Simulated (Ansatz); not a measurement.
A run of Ansatz 0.2.0 is set up as follows.

File input.yaml:

```yaml
crystal:
  lattice: { a: 4.877, b: 4.877, c: 4.877, alpha: 90.0, beta: 90.0, gamma: 90.0 }
  space_group: 225
  reduce_to_primitive: true
  atoms:
    - { symbol: "Y", wyckoff: "4a", position: [0.0, 0.0, 0.0] }
    - { symbol: "N", wyckoff: "4b", position: [0.5, 0.0, 0.0] }
hamiltonian:
  xc: r2scan0
  pseudopotentials: { kind: paw, core: small }
kpoints:
  mp_grid: { grid: [5, 5, 5] }
scf:
  occupations: { method: methfessel_paxton, width: 0.05 }
  n_extra_bands: 6
output:
  forces: true
  stress: true
  eigenvalues: true
  dos: { projected: false, de: 0.05 }
```

Potentials or basis: Ansatz PAW.

Command:

```console
$ ansatz run input.yaml --threads 1 --pin off --max-ram 2560MiB --backend cpu --events-out ev --progress --plain --runs-dir out
```

Question: Predict the pressure.

Answer: 0.7 GPa.

Question: Estimate the band gap on the k mesh.

Answer: 2.26 eV, indirect (least direct gap 2.78 eV).

States per cell in windows of 1 eV (zero at the valence-band top; states under -8 eV left out):
| from (eV) | total |
| --- | --- |
| -8.0 | 0.00 |
| -7.0 | 0.00 |
| -6.0 | 0.00 |
| -5.0 | 0.04 |
| -4.0 | 1.06 |
| -3.0 | 1.77 |
| -2.0 | 2.75 |
| -1.0 | 0.39 |
| 0.0 | 0.00 |
| 1.0 | 0.00 |
| 2.0 | 0.03 |
| 3.0 | 0.18 |
| 4.0 | 0.49 |
| 5.0 | 0.78 |
| 6.0 | 0.68 |
| 7.0 | 1.03 |

Caveat: the k mesh is coarse (spacing up to 0.45 Å⁻¹), so the values aren't converged, least of all with exact exchange; odd divisions of the mesh miss points on the zone boundary, where band edges often lie, so the gap on the mesh can be too wide; the PAW data sets come from PBE, with cores solved anew for the run's functional, which leaves a small shift of forces and pressure; the thresholds are loose for stress. A k mesh can miss the band edges.
